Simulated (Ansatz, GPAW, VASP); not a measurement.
## Pb: programs and potentials compared

```
Pb
1.0
    -1.97966    1.97966    1.97966
     1.97966   -1.97966    1.97966
     1.97966    1.97966   -1.97966
Pb
1
Direct
  0.00000 0.00000 0.00000
```

This isn't the form of Pb at room conditions, which is fcc.

Alike in all runs: task single point; functional LDA; k mesh 9 × 9 × 9; occupations gaussian, width 0.1 eV; no spin polarisation; no spin-orbit coupling. LDA stands for any of its common fits. Pressure is positive in compression and, in plane waves, holds the error of the finite cutoff, which Ansatz's Pulay term estimates and takes out.

```tsv
program and potentials	plane-wave cutoff (eV)	notes	pressure (GPa)
Ansatz, Ansatz PAW	420	potentials made for PBE, which Ansatz adapts in part; 14 valence electrons an atom on average	-3.45
VASP, LDA PAW files Pb, 500 eV	500	4 valence electrons an atom on average	-3.66
GPAW, the program's PAW data sets (release 1.2.1) made for this functional	600	14 valence electrons an atom on average	-3.70
```

The pressure spans -3.70 (GPAW, the program's PAW data sets (release 1.2.1) made for this functional) to -3.45 GPa (Ansatz, Ansatz PAW).

Differences between rows come from potentials, basis sets and numerical settings, since the functional is the same but for its coding. Runs on potential files found faulty are left out.
